## Question

The table compares the relaxed volumes of eleven zincblende compounds with measured ones. Each error is the calculated volume over the measured volume, less one. An error of 3 % in volume is about 1 % in the cell edge, the quantity that matters when one crystal is grown on another.

Zincblende compounds (space group F-43m), with cell and atoms relaxed from the measured cell under fixed symmetry. Ansatz 0.2.0, scalar-relativistic plane-wave PAW, without spin polarisation; cutoff 420 eV (500 eV for r2SCAN), Gaussian smearing, D3 with Becke-Johnson damping. Shortest distances are those in the measured cells.

| formula | element on site A | Z A | element on site B | Z B | shortest distance (Å) | k mesh | smearing width | error of the volume, PBE (%) | measured volume per atom (Å³) | measured entries of this phase | error of the volume, LDA (%) | error of the volume, PBEsol (%) | error of the volume, PBE-D3 (%) | error of the volume, r2SCAN (%) |
| --- | --- | --- | --- | --- | --- | --- | --- | --- | --- | --- | --- | --- | --- | --- |
| ZnS | Zn | 30 | S | 16 | 2.340 | 10×10×10 | 0.02 eV | 2.18 | 19.73 | 5 | -5.83 | -2.67 | -1.56 | -0.83 |
| ZnSe | Zn | 30 | Se | 34 | 2.454 | 8×8×8 | 0.02 eV | 3.44 | 22.76 | 3 | -5.20 | -1.81 | -0.67 | -0.09 |
| GaP | Ga | 31 | P | 15 | 2.360 | 8×8×8 | 0.02 eV | 3.03 | 20.24 | 1 | -3.22 | n/a | -0.26 | 0.00 |
| GaAs | Ga | 31 | As | 33 | 2.448 | 12×12×12 | 0.02 eV | 4.94 | 22.59 | 1 | -2.68 | 0.24 | 1.17 | 0.68 |
| GaSb | Ga | 31 | Sb | 51 | 2.649 | 12×12×12 | 0.1 eV | 4.77 | 28.62 | 1 | -3.29 | -0.33 | 0.55 | 0.70 |
| CdS | Cd | 48 | S | 16 | 2.526 | 8×8×8 | 0.02 eV | 4.88 | 24.81 | 4 | n/a | -0.43 | 1.03 | 2.36 |
| CdTe | Cd | 48 | Te | 52 | 2.776 | 8×8×8 | 0.02 eV | 10.02 | 32.92 | 3 | 0.00 | 3.76 | 5.07 | 6.98 |
| InP | In | 49 | P | 15 | 2.538 | 8×8×8 | 0.02 eV | 5.16 | 25.17 | 4 | -1.73 | 0.88 | 1.68 | 2.38 |
| InAs | In | 49 | As | 33 | 2.614 | 12×12×12 | 0.1 eV | 7.66 | 27.49 | 4 | -0.47 | 2.60 | 3.77 | 3.65 |
| InSb | In | 49 | Sb | 51 | 2.805 | 12×12×12 | 0.1 eV | 7.43 | 33.98 | 4 | -1.29 | 1.94 | 3.21 | 3.61 |
| HgTe | Hg | 80 | Te | 52 | 2.792 | 12×12×12 | 0.1 eV | 9.73 | 33.5 | 9 | -0.57 | 3.04 | n/a | n/a |

(a) Which way does PBE err, and how can its error be split so that one part contains no measured value?

(b) Why does the error usually grow with a heavier anion? Does a heavier cation act in the same way?

(c) Why is PBE closer to measurement for the zinc compounds than for their gallium neighbours?

(d) Antimonides fall slightly below arsenides, and CdTe has the largest PBE error. Are these features of the functional?

## Model answer

**(a) Direction and split**

PBE makes every one of these cells too large, by roughly 2 to 10 % in volume, or from under 1 to about 3 % in the edge. LDA makes none of the ten cells for which it was run too large. Between the two lies an expansion of 6 to 10 % wherever both were calculated. The PBE error is therefore what remains when a large expansion is added to an LDA volume that is usually too small.

The split is exact. The ratio of the PBE volume to the measured one equals the ratio of LDA to measured, times the ratio of PBE to LDA. For GaP the second factor is 1.0303/0.9678, an expansion of 6.5 %. The measured volume cancels from it, so a poor measured value cannot disturb this part.

The physical origin of the expansion is the gradient of the electron density. LDA treats each point as if it belonged to a uniform electron gas. PBE adds terms in the gradient: the one for exchange lowers the energy and the one for correlation raises it. They nearly cancel where the density varies gently, and the lowering wins where it changes quickly for its size, as in the thin tails of the atoms. Pulling the atoms apart is expected to create more such regions, so these terms push the crystal outward. PBEsol has a weaker dependence on the gradient, and its volume lies between those of LDA and PBE in every row that has all three.

**(b) Heavier anion, heavier cation**

A heavier anion gives longer bonds. The same number of bonding electrons is spread over more space, and the crystal resists a change of volume less. A given outward push then moves the atoms further. The error can grow even if the functional pushes no harder.

An estimate for GaP and GaSb tests this. For a small change, the push is the bulk modulus times the fractional expansion. With rough recalled moduli of 88 and 56 GPa, and expansions of 6.5 and 8.3 %, this gives

GaP: 88 GPa × 0.065 ≈ 5.7 GPa

GaSb: 56 GPa × 0.083 ≈ 4.7 GPa

The push is several gigapascals in both and is no larger in GaSb.

With these moduli, softness suffices to explain the direction of the trend, and more than suffices for its size. It alone would enlarge the expansion by a factor of about 1.6 from GaP to GaSb, while the calculated factor is 1.3. As a pressure, the push must weaken as the bonds lengthen. But a pressure is a force spread over an area, and the area per bond grows as the square of the bond length. The force on each bond is then about the same in GaP and GaSb, and the push counted as energy per atom is somewhat larger in GaSb. How the rise is shared between softness and push depends on the measure chosen. The estimate has no adjusted constant, but it treats the crystal as a linear spring, which is crude for expansions of this size. For InAs the push can be read directly from the run: in the cell relaxed with PBE, LDA pulls inward with 3.9 GPa, where the linear estimate gives 4.7 GPa. A shortfall of this kind is expected, because a stretched crystal is softer than a linear spring. The estimate agrees with the mechanism without fixing the push precisely.

The indium compounds show how much of the error follows this route. From InP to InSb the PBE error rises by 2.3 percentage points. The expansion from LDA to PBE accounts for 1.8 of them, and the LDA error changes by only 0.4. Here, as from GaP to GaSb, most of the rise comes from the gradient terms acting on a softer crystal. From ZnS to ZnSe only about half of it does, and the rest is already present in the LDA error.

Replacing gallium by indium is different. From GaP to InP the PBE error rises by 2.1 points, but the expansion grows by only about 0.6. The larger part, 1.5 points, is already present in LDA, whose volume comes closer to the measured one. The two functionals share this change, so the gradient terms can't be its main source.

Why LDA overbinds the indium compound less is not settled by these data. One possibility is that both functionals misplace the filled d shell of the cation in a similar way, and that this matters more for indium. That is a guess. The measured volumes may also be off by half a percent or so, which makes the shared part less certain than the expansion.

**(c) Zinc beside gallium**

ZnS and GaP are neighbours with nearly the same volume per atom, yet the PBE error is 0.9 points smaller for ZnS. The gradient terms are not gentler there: the expansion from LDA to PBE is 2.0 points larger than in GaP. But the LDA error is 2.6 points more negative. PBE starts from a smaller cell and, after a longer way outward, stops nearer the measured volume.

ZnSe and GaAs repeat the pattern. The good showing of PBE for the zinc compounds is a cancellation between strong overbinding in LDA and a strong outward correction. The table shows the cancellation but not why LDA overbinds the zinc compounds so much.

**(d) The irregular rows**

The reversal between arsenides and antimonides is absent from the expansion from LDA to PBE, which contains no measured volume. The expansion rises from 7.8 % in GaAs to 8.3 % in GaSb, and from 8.2 % in InAs to 8.8 % in InSb. LDA, PBEsol and PBE-D3 show the same reversal in their errors, and this directs suspicion to the measured volumes they share. The hint is not unanimous. The r2SCAN errors hardly differ between arsenide and antimonide (0.68 and 0.70 %, 3.65 and 3.61 %), so the ratio of the PBE to the r2SCAN volume, also free of the measured value, keeps a small reversal.

CdTe carries a plainer sign. Its LDA error is 0.00 %, although LDA gives too small a cell in every other row where it was run. Its r2SCAN error is 6.98 %, by far the largest in that column. A measured volume that is too small would raise all the errors together in just this way.

A smooth expansion can't prove that the measured volume is wrong, because an error common to both functionals would cancel as well. Nor do the three database entries for CdTe prove the value right, since they may share a source or a fault. An independent value is needed. As a rough recalled figure, the accepted volume of CdTe is about 3 % larger than the one in the table. That of InAs is about 1 % larger, and that of GaSb about 1 % smaller.

With these shifts the PBE error of CdTe drops to about 7 %, and its LDA error becomes about −3 %. GaSb moves above GaAs, and InSb above InAs. Both margins are less than one point, so their exact sizes should not be trusted. The irregularities asked about are therefore best read as faults of the reference and not as chemistry.

HgTe then has the largest PBE error, about 3 points above CdTe. Most of this excess, 2.3 points, also appears in LDA, while the expansion is almost the same in the two tellurides. Gradient terms are again not the main source. Missing spin-orbit coupling, the treatment of mercury's filled 5d shell and the mercury dataset are candidates that these calculations do not separate.

## Remarks on the reasoning

**Missing dispersion is a serious rival.** PBE lacks the long-range attraction between polarisable atoms, and heavier atoms are more polarisable. Adding D3 shrinks every cell for which it was run, by 3 to 5 %. From InP to InSb the error still rises by 1.5 points with D3, against 2.3 without it. From GaP to InP it rises by 1.9 points, against 2.1. The added attraction removes much of the average error and about a third of the anion's effect in the indium compounds, but little of the cation's. Missing dispersion may therefore share in the anion trend, since its pull also moves a soft crystal further.

**Temperature does not excuse PBE.** Most of the measured cells belong to crystals near room temperature, while the calculated ones are at absolute zero without zero-point motion. Heat and zero-point motion normally enlarge such crystals slightly. Correcting the measured volumes for them would make the PBE errors larger. The same correction matters more for a functional whose error is already near zero, such as PBEsol for GaAs.

**A vanished band gap does not set the order.** PBE and LDA leave GaSb, InAs and InSb without a gap, although the real materials are semiconductors. If the lost gap controlled the expansion, these rows should stand apart. Instead, CdTe keeps its gap in both functionals and HgTe has none, yet both expand by about 10 %. From GaAs, which keeps a gap, to GaSb the expansion rises by only half a point.

**A small average can hide a trend.** Seven rows have results from all five functionals and no gross doubt about the measured volume. On these the mean error is about −3 % for LDA, +5 % for PBE and close to zero for PBEsol. But PBEsol makes ZnS 2.7 % too small and InSb 1.9 % too large. Its average is good because errors of opposite sign cancel across the compounds.

D3 and r2SCAN also lower the average error, to between 1 and 1.5 % on the same rows. Neither removes the tendency for indium compounds to come out larger, relative to measurement, than their gallium partners. The LDA and PBEsol runs used atomic datasets made for PBE, so the size of the expansion may contain a contribution from that mismatch. It need not be the same in every row, since the datasets freeze different shells: CdS runs with 26 valence electrons and ZnS with 18.

**For someone matching crystal layers, the difference between two errors matters most.** ZnSe and GaAs nearly fit each other: their measured volumes are 22.76 and 22.59 Å³ per atom, so ZnSe is slightly the larger. PBE enlarges GaAs more, to 23.71 Å³ against 23.54 Å³ for ZnSe, and so reverses the sign of the mismatch. LDA, PBEsol and PBE-D3 reverse it as well, and r2SCAN makes the two volumes nearly equal. Using the same functional for both crystals does not guarantee that the errors cancel. They cancel better when the two compounds have similar errors in the table, provided that the measured volumes are sound.

**The elements with the same framework show the same tendency.** In diamond, silicon and germanium every atom also has four neighbours. PBE is known to be nearly right for hard diamond and clearly too large for the softer germanium. To judge a similar series, ask first how soft the crystal is, and then how far LDA already misses its volume. The first question helps with the gradient expansion along a series with one cation. It does not carry across families: ZnS expands more than InP, although by rough recalled moduli it is the stiffer. The second decides how much of that expansion is left over as an error.
